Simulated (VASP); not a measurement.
# Mo (Im-3m) in VASP: further runs

The runs below take Mo through single point, with LDA.

Everything below comes from runs of VASP 6.6.1. Logs are shortened: lines on timing, memory, paths and dates and some standing lists are left out, and cuts for length are marked.

### 1 The undisturbed crystal

The structure is cubic, space group Im-3m (No. 229). The conventional cell has a = 3.168 Å, b = 3.168 Å, c = 3.168 Å, α = 90.00°, β = 90.00°, γ = 90.00°. Around Mo (site symmetry m-3m) lie 8 Mo at 2.74 Å.

### 2 Single point, LDA (grid = ENCUT=400 dk=0.35 cell=3x3x3 ISMEAR=1 SIGMA=0.1 LREAL=False EDIFF=1e-06)

INCAR

```
SYSTEM = Mo
PREC = Accurate
ENCUT = 400
EDIFF = 1E-6
ISMEAR = 1
SIGMA = 0.1
LREAL = .FALSE.
LASPH = .TRUE.
NELM = 120
ALGO = Fast
ISIF = 2
LWAVE = .FALSE.
LCHARG = .FALSE.
GGA = CA
NBANDS = 216
```

KPOINTS

```
regular mesh
0
G
  3 3 3
  0 0 0
```

POSCAR

```
Mo
1.0
   -4.7514269157      4.7514269157      4.7514269157
    4.7514269157     -4.7514269157      4.7514269157
    4.7514269157      4.7514269157     -4.7514269157
Mo
27
Direct
    0.0000000000      0.0000000000      0.0000000000
    0.0000000000      0.0000000000      0.3333333333
    0.0000000000      0.0000000000      0.6666666667
    0.0000000000      0.3333333333      0.0000000000
    0.0000000000      0.3333333333      0.3333333333
    0.0000000000      0.3333333333      0.6666666667
    0.0000000000      0.6666666667      0.0000000000
    0.0000000000      0.6666666667      0.3333333333
    0.0000000000      0.6666666667      0.6666666667
    0.3333333333      0.0000000000      0.0000000000
    0.3333333333      0.0000000000      0.3333333333
    0.3333333333      0.0000000000      0.6666666667
    0.3333333333      0.3333333333      0.0000000000
    0.3333333333      0.3333333333      0.3333333333
    0.3333333333      0.3333333333      0.6666666667
    0.3333333333      0.6666666667      0.0000000000
    0.3333333333      0.6666666667      0.3333333333
    0.3333333333      0.6666666667      0.6666666667
    0.6666666667      0.0000000000      0.0000000000
    0.6666666667      0.0000000000      0.3333333333
    0.6666666667      0.0000000000      0.6666666667
    0.6666666667      0.3333333333      0.0000000000
    0.6666666667      0.3333333333      0.3333333333
    0.6666666667      0.3333333333      0.6666666667
    0.6666666667      0.6666666667      0.0000000000
    0.6666666667      0.6666666667      0.3333333333
    0.6666666667      0.6666666667      0.6666666667
```

Potentials or basis: VASP PAW LDA potentials, release 64 (Mo_sv).

On the command line:

```sh
$ cat potpaw_LDA.64/Mo_sv/POTCAR > POTCAR
$ mpirun -np 1 vasp_std > vasp.out
```

OUTCAR:

```text
SYSTEM = Mo
   PREC = Accurate
   ENCUT = 400
   EDIFF = 1E-6
   ISMEAR = 1
   LREAL = .FALSE.
   LASPH = .TRUE.
   NELM = 120
   ISIF = 2
   GGA = CA

 Found      4 irreducible k-points:

 Following reciprocal coordinates:
            Coordinates               Weight
  0.000000  0.000000  0.000000      1.000000
  0.333333  0.000000  0.000000     12.000000
  0.333333  0.333333  0.000000      8.000000
 -0.333333  0.333333  0.333333      6.000000
   k-points           NKPTS =      4   k-points in BZ     NKDIM =      4   number of bands    NBANDS=    216
   number of dos      NEDOS =    301   number of ions     NIONS =     27
   total plane-waves  NPLWV = 157464
   dimension x,y,z NGX =    54 NGY =   54 NGZ =   54
   dimension x,y,z NGXF=   108 NGYF=  108 NGZF=  108
   ions per type =              27
   NGX,Y,Z   is equivalent  to a cutoff of  10.91, 10.91, 10.91 a.u.
   NGXF,Y,Z  is equivalent  to a cutoff of  21.82, 21.82, 21.82 a.u.
 SYSTEM =  Mo
   PREC   = accura    normal or accurate (medium, high low for compatibility)
   ISTART =      0    job   : 0-new  1-cont  2-samecut
   ICHARG =      2    charge: 1-file 2-atom 10-const
   ISPIN  =      1    spin polarized calculation?
   LNONCOLLINEAR =      F non collinear calculations
   LSORBIT =      F    spin-orbit coupling
   LASPH  =      T    aspherical Exc in radial PAW
   ENCUT  =  400.0 eV  29.40 Ry    5.42 a.u.  13.42 13.42 13.42*2*pi/ulx,y,z
   NELM   =    120;   NELMIN=  2; NELMDL= -5     # of ELM steps
   EDIFF  = 0.1E-05   stopping-criterion for ELM
   LREAL  =      F    real-space projection
   EDIFFG = 0.1E-04   stopping-criterion for IOM
   NSW    =      0    number of steps for IOM
   IBRION =     -1    ionic relax: 0-MD 1-quasi-New 2-CG
   NFREE  =      0    steps in history (QN), initial steepest desc. (CG)
   ISIF   =      2    stress and relaxation
   ISYM   =      2    0-nonsym 1-usesym 2-fastsym
   POTIM  = 0.5000    time-step for ionic-motion
   TEBEG  =    0.0;   TEEND  =   0.0 temperature during run
   PSTRESS=    0.0 pullay stress
   NELECT =     378.0000    total number of electrons
   NUPDOWN=      -1.0000    fix difference up-down
   EMIN   =  10.00;   EMAX   =-10.00  energy-range for DOS
   EFERMI =   0.00;   METHOD = LEGACY
   ISMEAR =     1;   SIGMA  =   0.10  broadening in eV -4-tet -1-fermi 0-gaus
   EFERMI_NEDOS =   21; number of points for ismear=-14 and -15
   IALGO  =     68    algorithm
   IMIX   =      4    mixing-type and parameters
     AMIX     =   0.40;   BMIX     =  1.00
     AMIX_MAG =   1.60;   BMIX_MAG =  1.00
  volume/ion in A,a.u.               =      15.89       107.24
  Fermi-wavevector in a.u.,A,eV,Ry     =   1.569380  2.965698 33.510508  2.462953
  Thomas-Fermi vector in A             =   2.671271
   LORBIT       =      0    0 simple, 1 ext, 2 COOP (PROOUT), +10 PAW based schemes
   GGA     = CA    functional components
   LHFCALC =     F    Hartree Fock is set to
   AEXX    =    0.0000 exact exchange contribution
   IVDW    =     0    specifies the selected vdW correction
   LEPSILON=     F    determine dielectric tensor
   LRPA    =     F    only Hartree local field effects (RPA)
 non-spin polarized calculation
 RMM-DIIS sequential band-by-band and
 Methfessel and Paxton  Order N= 1 SIGMA  =   0.10
  energy-cutoff  :      400.00
  volume of cell :      429.07
 maximum number of plane-waves:      7803
 NGX is ok and might be reduce to    54
   NGX = 27   NGY = 27   NGZ = 27

 number of electron     378.0000150 magnetization

 Free energy of the ion-electron system (eV)
  ---------------------------------------------------
  ext. energy  EPLUGINS =         0.00000000
  ---------------------------------------------------
  free energy    TOTEN  =      -327.04973049 eV

  energy without entropy =     -327.01979138  energy(sigma->0) =     -327.03975079

 E-fermi :  12.1392     XC(G=0): -13.5128

 val. band max:       12.0841244657   @ k =  -0.3333   0.3333   0.3333
 cond. band min:      12.1475387732   @ k =   0.3333   0.0000   0.0000
 fundamental gap:      0.0634143075
 Fermi energy:        12.1391949048

 k-point     1 :       0.0000    0.0000    0.0000
  band No.  band energies     occupation
      1     -48.7372      2.00000
      2     -48.5477      2.00000
      3     -48.5477      2.00000
      4     -48.5477      2.00000
      5     -48.5477      2.00000
      6     -48.5477      2.00000
[... 193 lines left out ...]
    200      13.6029     -0.00000
    201      13.6032     -0.00000

 k-point     2 :       0.3333    0.0000    0.0000
  band No.  band energies     occupation
      1     -48.7080      2.00000
      2     -48.6336      2.00000
      3     -48.5759      2.00000
      4     -48.5759      2.00000
      5     -48.5759      2.00000
      6     -48.5759      2.00000
[... 193 lines left out ...]
    200      13.2177     -0.00000
    201      13.2260     -0.00000

 k-point     3 :       0.3333    0.3333    0.0000
  band No.  band energies     occupation
      1     -48.6562      2.00000
      2     -48.6562      2.00000
      3     -48.6562      2.00000
      4     -48.5960      2.00000
      5     -48.5329      2.00000
      6     -48.5329      2.00000
[... 193 lines left out ...]
    200      12.7917     -0.00000
    201      13.0285     -0.00000

 k-point     4 :      -0.3333    0.3333    0.3333
  band No.  band energies     occupation
      1     -48.6798      2.00000
      2     -48.6078      2.00000
      3     -48.6078      2.00000
      4     -48.6078      2.00000
      5     -48.6078      2.00000
      6     -48.5421      2.00000
[... 193 lines left out ...]
    200      12.5970     -0.00000
    201      12.5970     -0.00000
 [bands above 201 left out]

------------------------ aborting loop because EDIFF is reached ----------------------------------------

  FORCE on cell =-STRESS in cart. coord.  units (eV):
  Direction    XX          YY          ZZ          XY          YZ          ZX
  --------------------------------------------------------------------------------------
  -------------------------------------------------------------------------------------
  Total      -37.7622120    -37.7622120    -37.7622120      0.0000000      0.0000000     -0.0000000
  in kB     -141.0054364   -141.0054364   -141.0054364      0.0000000      0.0000000     -0.0000000
  external PRESSURE =    -141.0054364 kB  Pullay stress =       0.0000000 kB

 VOLUME and BASIS-vectors are now :
 -----------------------------------------------------------------------------
  energy-cutoff  :      400.00
  volume of cell :      429.07
      direct lattice vectors                 reciprocal lattice vectors
    -4.751426916  4.751426916  4.751426916     0.000000000  0.105231546  0.105231546
     4.751426916 -4.751426916  4.751426916     0.105231546  0.000000000  0.105231546
     4.751426916  4.751426916 -4.751426916     0.105231546  0.105231546  0.000000000

 POSITION                                       TOTAL-FORCE (eV/Angst)
 -----------------------------------------------------------------------------------
      0.00000      0.00000      0.00000         0.000000      0.000000     -0.000000
      1.58381      1.58381     -1.58381         0.000000     -0.000000      0.000000
      3.16762      3.16762     -3.16762         0.000000      0.000000     -0.000000
      1.58381     -1.58381      1.58381         0.000000     -0.000000     -0.000000
      3.16762      0.00000      0.00000         0.000000     -0.000000     -0.000000
      4.75143      1.58381     -1.58381         0.000000     -0.000000     -0.000000
[... 19 lines left out ...]
      1.58381      1.58381      4.75143         0.000000      0.000000     -0.000000
      3.16762      3.16762      3.16762        -0.000000     -0.000000     -0.000000
 -----------------------------------------------------------------------------------
    total drift:                                0.000000      0.000000      0.000000

  FREE ENERGIE OF THE ION-ELECTRON SYSTEM (eV)
  ---------------------------------------------------
  free  energy   TOTEN  =      -327.0497304899 eV

  energy  without entropy=     -327.0197913765  energy(sigma->0) =     -327.03975079
```

Wall time 7.7 min (1 thread of Intel Xeon Platinum 8488C (Sapphire Rapids), shared host); peak memory 0.37 GiB.

The run converged, but some of its settings lie outside the range that counts as converged, so its numbers aren't taken as properties of the crystal.

What came out:

```
Free energy            : -327.0497 eV
Pressure               : -14.1 GPa
Band gap on the k mesh : none (metal or under the smearing width)
```

### 3 Single point, LDA (grid = ENCUT=400 dk=0.35 cell=3x3x3 ISMEAR=1 SIGMA=0.02 LREAL=Auto EDIFF=1e-06)

INCAR: that of step 2 with these lines changed.

```diff
@@ -5,4 +5,4 @@
 ISMEAR = 1
-SIGMA = 0.1
-LREAL = .FALSE.
+SIGMA = 0.02
+LREAL = Auto
 LASPH = .TRUE.
```

KPOINTS is that of step 2.

POSCAR is that of step 2.

Potentials or basis: VASP PAW LDA potentials, release 64 (Mo_sv).

On the command line:

```sh
$ cat potpaw_LDA.64/Mo_sv/POTCAR > POTCAR
$ mpirun -np 1 vasp_std > vasp.out
```

It took 9.2 min on 1 thread of Intel Xeon Platinum 8488C (Sapphire Rapids), shared host; peak memory 0.38 GiB.

The run converged, but some of its settings lie outside the range that counts as converged, so its numbers aren't taken as properties of the crystal.

Results:

| Property | Result |
| --- | --- |
| Free energy | -327.0424 eV |
| Pressure | -14.1 GPa |
| Band gap on the k mesh | none (metal or under the smearing width) |

### 4 Single point, LDA (grid = ENCUT=460 dk=0.35 cell=3x3x3 ISMEAR=1 SIGMA=0.1 LREAL=Auto EDIFF=1e-06)

INCAR: that of step 3 with these lines changed.

```diff
@@ -2,6 +2,6 @@
 PREC = Accurate
-ENCUT = 400
+ENCUT = 460
 EDIFF = 1E-6
 ISMEAR = 1
-SIGMA = 0.02
+SIGMA = 0.1
 LREAL = Auto
```

KPOINTS is that of step 3.

POSCAR is that of step 3.

On the command line:

```sh
$ cat potpaw_LDA.64/Mo_sv/POTCAR > POTCAR
$ mpirun -np 1 vasp_std > vasp.out
```

It took 12 min on 1 thread of Intel Xeon Platinum 8488C (Sapphire Rapids), shared host; peak memory 0.48 GiB.

The run converged, but some of its settings lie outside the range that counts as converged, so its numbers aren't taken as properties of the crystal.

Results:

```yaml
Free_energy: -327.0983 eV
Pressure: -13.5 GPa
Band_gap_on_the_k_mesh: none (metal or under the smearing width)
```
